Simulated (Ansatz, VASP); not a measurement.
One calculation of CoO, two programs

File INCAR:

```
PREC = Accurate
ENCUT = 520
EDIFF = 1E-7
ISMEAR = 0
SIGMA = 0.05
LREAL = F
LASPH = T
NELM = 150
ALGO = Normal
ISIF = 2
LWAVE = F
LCHARG = F
ISPIN = 2
MAGMOM = 2.75 0.38
LORBIT = 11
LMAXMIX = 4
GGA = PS
NBANDS = 18
```

File KPOINTS:

```
regular mesh
0
Gamma
  9 9 9
```

Contents of POSCAR:

```
CoO
1.0
    1.5054695445      0.8691832468      2.4399269062
   -1.5054695445      0.8691832468      2.4399269062
    0.0000000000     -1.7383664936      2.4399269062
Co O
1 1
Direct
    0.0000000000      0.0000000000      0.0000000000
    0.5000000000      0.5000000000      0.5000000000
```

Input for Ansatz:

```yaml
crystal:
  lattice:
    - [1.5054695445, 0.8691832468, 2.4399269062]
    - [-1.5054695445, 0.8691832468, 2.4399269062]
    - [0.0, -1.7383664936, 2.4399269062]
  atoms:
    - { symbol: Co, position: [0.0, 0.0, 0.0], spin: 2.75 }
    - { symbol: O, position: [0.5, 0.5, 0.5], spin: 0.38 }
basis:
  ecutwfc: 420
kpoints:
  mp_grid: { grid: [9, 9, 9] }
hamiltonian:
  xc: pbesol
scf:
  occupations: { method: gaussian, width: 0.05 }
output:
  forces: true
  stress: true
  eigenvalues: true
  populations: true
magnetization:
  spin_polarized: true
```

Alike in both runs: task single point; functional PBEsol; k mesh 9 × 9 × 9; occupations gaussian, width 0.05 eV; collinear spin.

|  | VASP | Ansatz |
| --- | --- | --- |
| version | VASP 6.6.1 | Ansatz 0.2.0 |
| potentials or method | VASP PAW PBE potentials, release 64 (Co, O) | scalar-relativistic, plane waves, PAW |
| plane-wave cutoff (eV) | 520 | 420 |
| valence electrons in the cell | 15 | 23 |

Ansatz gave:

* gap on the k mesh at the Fermi level (eV): none
* pressure (GPa): -9.0
* largest component of the traceless stress (GPa): 0.38
* net moment per atom (μB): 1.49
* size of the moment on the site where the two differ most (μB): 2.51

Problem. Estimate VASP's values.

Solution. gap on the k mesh at the Fermi level (eV): none; pressure (GPa): -9.8; largest component of the traceless stress (GPa): 0.36; net moment per atom (μB): 1.46; size of the moment on the site where the two differ most (μB): 2.56.

Site moments also hang on the region over which each program counts them. A gap of «none» marks a metal or a gap that the smearing closes. With one functional, cell and mesh, what is left measures potentials, basis and numerics. The two sets of potentials don't hold the same shells in valence.

Caveats: the PAW data sets were made with another functional, which shifts forces and pressure a little (VASP); a cell with one magnetic atom can't hold antiferromagnetic order, which such compounds often take; semilocal functionals often make such compounds metallic where correlation or magnetic order opens a gap, which also shifts bond lengths.
